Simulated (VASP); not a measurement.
Here is a VASP 6.6.1 calculation.

INCAR

```
PREC = Accurate
ENCUT = 600
EDIFF = 1E-6
ISMEAR = 0
SIGMA = 0.1
LREAL = False
LASPH = True
NELM = 100
ALGO = Normal
ISIF = 3
LWAVE = False
LCHARG = False
GGA = PE
IBRION = 2
NSW = 100
EDIFFG = -0.002
```

Contents of KPOINTS:

```
regular mesh
0
Gamma
  18 18 18
```

Contents of POSCAR:

```
Li
1.0
   -1.7196562300      1.7196562300      1.7196562300
    1.7196562300     -1.7196562300      1.7196562300
    1.7196562300      1.7196562300     -1.7196562300
Li
1
Direct
    0.0000000000      0.0000000000      0.0000000000
```

Potentials or basis: VASP PAW PBE potentials, release 64 (Li_sv).

Command:

```console
$ cat potpaw_PBE.64/Li_sv/POTCAR > POTCAR
$ mpirun -np 1 vasp_std > vasp.out
```

(1) Estimate the relaxed cell.

(2) Estimate the space group after relaxing (to 0.05 Å).

(3) What does it give for the band gap on the k mesh?

Results:

(1) a = 2.966 Å, b = 2.966 Å, c = 2.966 Å, α = 109.47°, β = 109.47°, γ = 109.47°.

(2) Im-3m (No. 229).

(3) none (metal or under the smearing width).
